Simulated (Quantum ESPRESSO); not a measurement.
# Sn (I4/mmm) in Quantum ESPRESSO: reference runs

Reference runs on Sn: the cell as given and a disturbed copy.

All numbers are computed with Quantum ESPRESSO 7.5; they aren't measurements. Logs are shortened: lines on timing, memory, paths and dates and some standing lists are left out, and cuts for length are marked.

### Step 1. Starting point

It takes space group I4/mmm (No. 139, tetragonal). Conventional cell: a = 4.058 Å, b = 4.058 Å, c = 3.322 Å, α = 90.00°, β = 90.00°, γ = 90.00°. Around Sn (site symmetry 4/mmm) lie 10 Sn at 3.32 Å.

This isn't the form of Sn at room conditions, which is tetragonal (white tin).

### Step 2. Single point, PBEsol

File pw.in:

```
&CONTROL
  calculation = 'scf'
  prefix = 'pwscf'
  outdir = './tmp'
  pseudo_dir = './pseudo'
  tprnfor = .true.
  tstress = .true.
  disk_io = 'low'
/
&SYSTEM
  ibrav = 0
  celldm(1) = 8
  nat = 1
  ntyp = 1
  ecutwfc = 68
  ecutrho = 544
  nbnd = 13
  occupations = 'smearing'
  smearing = 'fd'
  degauss = 0.00367493
/
&ELECTRONS
  conv_thr = 2d-10
  electron_maxstep = 120
  mixing_beta = 0.5
/
ATOMIC_SPECIES
Sn   118.7100 sn_pbesol_v1.4.uspp.F.UPF
CELL_PARAMETERS alat
 -0.4793265302226   0.4793265302226   0.3922976923850
  0.4793265302226  -0.4793265302226   0.3922976923850
  0.4793265302226   0.4793265302226  -0.3922976923850
ATOMIC_POSITIONS crystal
Sn     0.0000000000    0.0000000000    0.0000000000
K_POINTS automatic
10 10 10 0 0 0
```

File pp_density.in:

```
&INPUTPP
  prefix = 'pwscf'
  outdir = './tmp'
  filplot = 'density.dat'
  plot_num = 0
/
&PLOT
  nfile = 1
  filepp(1) = 'density.dat'
  iflag = 3
  output_format = 6
  fileout = 'density.cube'
/
```

File pp_potential.in:

```
&INPUTPP
  prefix = 'pwscf'
  outdir = './tmp'
  filplot = 'potential.dat'
  plot_num = 11
/
&PLOT
  nfile = 1
  filepp(1) = 'potential.dat'
  iflag = 3
  output_format = 6
  fileout = 'potential.cube'
/
```

Potentials or basis: GBRV 1.5 PBEsol.

On the command line:

```bash
$ OMP_NUM_THREADS=1 mpirun -n 2 pw.x -nk 2 -in pw.in > pw.out
$ OMP_NUM_THREADS=1 mpirun -n 1 pp.x -in pp_density.in > pp_density.out
$ OMP_NUM_THREADS=1 mpirun -n 1 pp.x -in pp_potential.in > pp_potential.out
```

pw.out:

```text
This program is part of the open-source Quantum ESPRESSO suite
     for quantum simulation of materials; please cite
[... 13 lines left out ...]
     --------------------
     sticks:   dense  smooth     PW     G-vecs:    dense   smooth      PW
     Sum        1483     745    253                39679    13961    2909

     Using Slab Decomposition

     bravais-lattice index     =            0
     lattice parameter (alat)  =       8.0000  a.u.
     unit-cell volume          =     184.5902 (a.u.)^3
     number of atoms/cell      =            1
     number of atomic types    =            1
     number of electrons       =        14.00
     number of Kohn-Sham states=           13
     kinetic-energy cutoff     =      68.0000  Ry
     charge density cutoff     =     544.0000  Ry
     scf convergence threshold =      2.0E-10
     mixing beta               =       0.5000
     number of iterations used =            8  plain     mixing
     Exchange-correlation= SLA  PW   PSX  PSC
                           (   1   4  10   8   0   0   0)

     celldm(1)=   8.000000  celldm(2)=   0.000000  celldm(3)=   0.000000
     celldm(4)=   0.000000  celldm(5)=   0.000000  celldm(6)=   0.000000

     crystal axes: (cart. coord. in units of alat)
               a(1) = (  -0.479327   0.479327   0.392298 )
               a(2) = (   0.479327  -0.479327   0.392298 )
               a(3) = (   0.479327   0.479327  -0.392298 )

     reciprocal axes: (cart. coord. in units 2 pi/alat)
               b(1) = ( -0.000000  1.043130  1.274542 )
               b(2) = (  1.043130 -0.000000  1.274542 )
               b(3) = (  1.043130  1.043130  0.000000 )

     PseudoPot. # 1 for Sn read from file:
     sn_pbesol_v1.4.uspp.F.UPF
     Pseudo is Ultrasoft + core correction, Zval = 14.0
     Generated by new atomic code, or converted to UPF format
     Using radial grid of  891 points,  6 beta functions with:
                l(1) =   0
                l(2) =   0
                l(3) =   1
                l(4) =   1
                l(5) =   2
                l(6) =   2
     Q(r) pseudized with  8 coefficients,  rinner =    1.350   1.350   1.350
                                                       1.350   1.350

     atomic species   valence    mass     pseudopotential
     Sn               14.00   118.71000     Sn( 1.00)

     16 Sym. Ops., with inversion, found

   Cartesian axes

     site n.     atom                  positions (alat units)
         1        Sn     tau(   1) = (   0.0000000   0.0000000   0.0000000  )

     number of k points=   102  Fermi-Dirac smearing, width (Ry)=  0.0037

     Number of k-points >= 100: set verbosity='high' to print them.

     Dense  grid:    39679 G-vectors     FFT dimensions: (  48,  48,  48)

     Smooth grid:    13961 G-vectors     FFT dimensions: (  36,  36,  36)

     Initial potential from superposition of free atoms

     starting charge      13.0000, renormalised to      14.0000
     Starting wfcs are    9 randomized atomic wfcs +    4 random wfcs

     Self-consistent Calculation

     iteration #  1     ecut=    68.00 Ry     beta= 0.50
     Davidson diagonalization with overlap
     ethr =  1.00E-02,  avg # of iterations =  7.2

     total energy              =    -158.64327348 Ry
     estimated scf accuracy    <       1.17046286 Ry

     iteration #  2     ecut=    68.00 Ry     beta= 0.50
     Davidson diagonalization with overlap
     ethr =  8.36E-03,  avg # of iterations =  2.0

     total energy              =    -158.91622345 Ry
     estimated scf accuracy    <       0.01178757 Ry

     iteration #  3     ecut=    68.00 Ry     beta= 0.50
     Davidson diagonalization with overlap
     ethr =  8.42E-05,  avg # of iterations =  4.6

     total energy              =    -158.91755783 Ry
     estimated scf accuracy    <       0.00296916 Ry

     iteration #  4     ecut=    68.00 Ry     beta= 0.50
     Davidson diagonalization with overlap
     ethr =  2.12E-05,  avg # of iterations =  2.8

     total energy              =    -158.91794248 Ry
     estimated scf accuracy    <       0.00031831 Ry

     iteration #  5     ecut=    68.00 Ry     beta= 0.50
     Davidson diagonalization with overlap
     ethr =  2.27E-06,  avg # of iterations =  4.0

     total energy              =    -158.91805491 Ry
     estimated scf accuracy    <       0.00001657 Ry

     iteration #  6     ecut=    68.00 Ry     beta= 0.50
     Davidson diagonalization with overlap
     ethr =  1.18E-07,  avg # of iterations =  1.8

     total energy              =    -158.91804918 Ry
     estimated scf accuracy    <       0.00000946 Ry

     iteration #  7     ecut=    68.00 Ry     beta= 0.50
     Davidson diagonalization with overlap
     ethr =  6.75E-08,  avg # of iterations =  2.0

     total energy              =    -158.91805193 Ry
     estimated scf accuracy    <       0.00000003 Ry

     iteration #  8     ecut=    68.00 Ry     beta= 0.50
     Davidson diagonalization with overlap
     ethr =  2.29E-10,  avg # of iterations =  4.3

     total energy              =    -158.91805196 Ry
     estimated scf accuracy    <          3.7E-09 Ry

     iteration #  9     ecut=    68.00 Ry     beta= 0.50
     Davidson diagonalization with overlap
     ethr =  2.65E-11,  avg # of iterations =  2.0

     total energy              =    -158.91805196 Ry
     estimated scf accuracy    <          8.1E-10 Ry

     iteration # 10     ecut=    68.00 Ry     beta= 0.50
     Davidson diagonalization with overlap
     ethr =  5.81E-12,  avg # of iterations =  2.2

     End of self-consistent calculation

     Number of k-points >= 100: set verbosity='high' to print the bands.

     the Fermi energy is    10.5451 ev

!    total energy              =    -158.91805196 Ry
     estimated scf accuracy    <          1.3E-11 Ry
     smearing contrib. (-TS)   =      -0.00034903 Ry
     internal energy E=F+TS    =    -158.91770293 Ry

     The total energy is F=E-TS. E is the sum of the following terms:
     one-electron contribution =     -54.43602206 Ry
     hartree contribution      =      37.32080934 Ry
     xc contribution           =     -42.53831001 Ry
     ewald contribution        =     -99.26418021 Ry

     convergence has been achieved in  10 iterations

     Forces acting on atoms (cartesian axes, Ry/au):

     atom    1 type  1   force =     0.00000000    0.00000000    0.00000000

     Total force =     0.000000     Total SCF correction =     0.000000

     Computing stress (Cartesian axis) and pressure

          total   stress  (Ry/bohr**3)                   (kbar)     P=      -21.86
  -0.00017213   0.00000000   0.00000000          -25.32        0.00        0.00
   0.00000000  -0.00017213   0.00000000            0.00      -25.32        0.00
   0.00000000   0.00000000  -0.00010151            0.00        0.00      -14.93

=------------------------------------------------------------------------------=
   JOB DONE.
=------------------------------------------------------------------------------=
```

It took 32 s on 2 MPI ranks of Intel Xeon at 2.70GHz, shared host; peak memory 0.28 GiB.

Results:

```
Free energy            : -2162.1902 eV
Pressure               : -2.2 GPa
Band gap on the k mesh : none (metal or under the smearing width)
```

### Step 3. Single point, PBEsol (cell strained at random at fixed volume)

File pw.in:

```
&CONTROL
  calculation = 'scf'
  prefix = 'pwscf'
  outdir = './tmp'
  pseudo_dir = './pseudo'
  tprnfor = .true.
  tstress = .true.
  disk_io = 'nowf'
/
&SYSTEM
  ibrav = 0
  nat = 1
  ntyp = 1
  ecutwfc = 68
  ecutrho = 544
  nbnd = 13
  occupations = 'smearing'
  smearing = 'fd'
  degauss = 0.00367493
/
&ELECTRONS
  conv_thr = 2d-10
  electron_maxstep = 120
  mixing_beta = 0.5
/
ATOMIC_SPECIES
Sn   118.7100 sn_pbesol_v1.4.uspp.F.UPF
CELL_PARAMETERS angstrom
  -1.9692270000    2.0562270000    1.6220070000
   2.0445460000   -2.0389000000    1.6928640000
   1.9785480000    2.0482210000   -1.6008370000
ATOMIC_POSITIONS crystal
Sn     0.0081510000    0.0011320000   -0.0006220000
K_POINTS automatic
10 10 10 0 0 0
```

Potentials or basis: GBRV 1.5 PBEsol.

On the command line:

```bash
$ OMP_NUM_THREADS=1 mpirun -n 2 pw.x -nk 2 -in pw.in > pw.out
```

Wall time 2.4 min (2 MPI ranks of Intel Xeon at 2.70GHz, shared host); peak memory 0.42 GiB.

The run converged. Its results:

```
Free energy            : -2162.1887 eV
Pressure               : -2.0 GPa
Band gap on the k mesh : none (metal or under the smearing width)
```

Stress tensor (GPa, compression positive):
```
-2.49 -0.18 -0.27
-0.18 -2.33 -0.08
-0.27 -0.08 -1.15
```

Levels at points of the mesh, in eV from the Fermi level:
| k point | band 4 | band 5 | band 6 | band 7 | band 8 | band 9 | band 10 | band 11 |
| --- | --- | --- | --- | --- | --- | --- | --- | --- |
| (0.00, 0.00, 0.00) | -21.37 | -21.28 | -11.04 | 6.67 | 6.82 | 9.22 | 10.24 | 11.35 |
| (0.00, 0.00, -0.50) | -21.32 | -21.23 | -7.32 | -4.68 | 5.83 | 7.87 | 10.26 | 11.23 |
| (0.00, -0.50, 0.00) | -21.24 | -21.24 | -6.05 | -4.25 | 3.33 | 4.39 | 7.33 | 7.50 |
| (0.00, -0.50, -0.50) | -21.25 | -21.22 | -5.72 | -4.14 | 2.93 | 4.63 | 6.82 | 7.93 |
| (-0.50, 0.00, 0.00) | -21.25 | -21.23 | -5.88 | -4.20 | 3.12 | 4.69 | 7.02 | 7.97 |
| (-0.50, 0.00, -0.50) | -21.25 | -21.21 | -5.35 | -3.97 | 2.63 | 4.02 | 6.66 | 7.13 |
| (-0.50, -0.50, 0.00) | -21.32 | -21.23 | -7.26 | -4.67 | 5.69 | 7.89 | 10.02 | 11.40 |
| (-0.50, -0.50, -0.50) | -21.25 | -21.21 | -3.43 | -1.73 | -1.41 | 2.62 | 3.06 | 6.18 |
